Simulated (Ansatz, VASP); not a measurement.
# SnO: VASP beside Ansatz

The input INCAR:

```
PREC = Accurate ; ENCUT = 520
EDIFF = 1E-7 ; ISMEAR = 0
SIGMA = 0.02 ; LREAL = False
LASPH = True ; NELM = 60
ALGO = Normal ; ISIF = 2
LWAVE = False ; LCHARG = False
LDIPOL = True ; IDIPOL = 3
DIPOL = 0.5 0.5 0.500 ; GGA = PE
IVDW = 12 ; NBANDS = 28
```

Contents of KPOINTS:

```
regular mesh
0
Gamma
  6 6 1
```

POSCAR

```
SnO
1.0
    4.1260000000      0.0000000000      0.0000000000
    0.0000000000      4.1260000000      0.0000000000
    0.0000000000      0.0000000000     30.6334027786
Sn O
2 2
Direct
    0.5000000000      0.0000000000      0.4587378520
    0.0000000000      0.5000000000      0.5412621480
    0.0000000000      0.0000000000      0.5000000000
    0.5000000000      0.5000000000      0.5000000000
```

Input for Ansatz:

```yaml
crystal:
  lattice:
    - [4.126, 0.0, 0.0]
    - [0.0, 4.126, 0.0]
    - [0.0, 0.0, 30.6334027786]
  atoms:
    - { symbol: Sn, position: [0.5, 0.0, 0.458737852] }
    - { symbol: O, position: [0.0, 0.0, 0.5] }
    - { symbol: O, position: [0.5, 0.5, 0.5] }
    - { symbol: Sn, position: [0.0, 0.5, 0.541262148] }
  periodic: [true, true, false]
basis:
  ecutwfc: 420
kpoints:
  mp_grid: { grid: [6, 6, 1] }
hamiltonian:
  xc: pbe
  dispersion: d3bj
scf:
  occupations: { method: gaussian, width: 0.02 }
output:
  forces: true
  stress: true
  eigenvalues: true
```

Alike in both runs: task single point; functional PBE; dispersion D3(BJ); k mesh 6 × 6 × 1; occupations gaussian, width 0.02 eV; no spin polarisation.

|  | VASP | Ansatz |
| --- | --- | --- |
| version | VASP 6.6.1 | Ansatz 0.2.0 |
| potentials or method | VASP PAW PBE potentials, release 64 (Sn_d, O) | scalar-relativistic, plane waves, PAW |
| plane-wave cutoff (eV) | 520 | 420 |
| valence electrons in the cell | 40 | 40 |

```tsv
	VASP	Ansatz	Ansatz less VASP
gap on the k mesh at the Fermi level (eV)	2.49	2.51	+0.020
least direct gap on the mesh (eV)	2.49	2.51	+0.020
rms of the force components (eV/Å)	0.800	0.817	+0.0166
```

Caveats: spin-orbit coupling is left out, which moves the levels of the heavy elements. As with any semilocal functional, this PBE gap is likely too small.
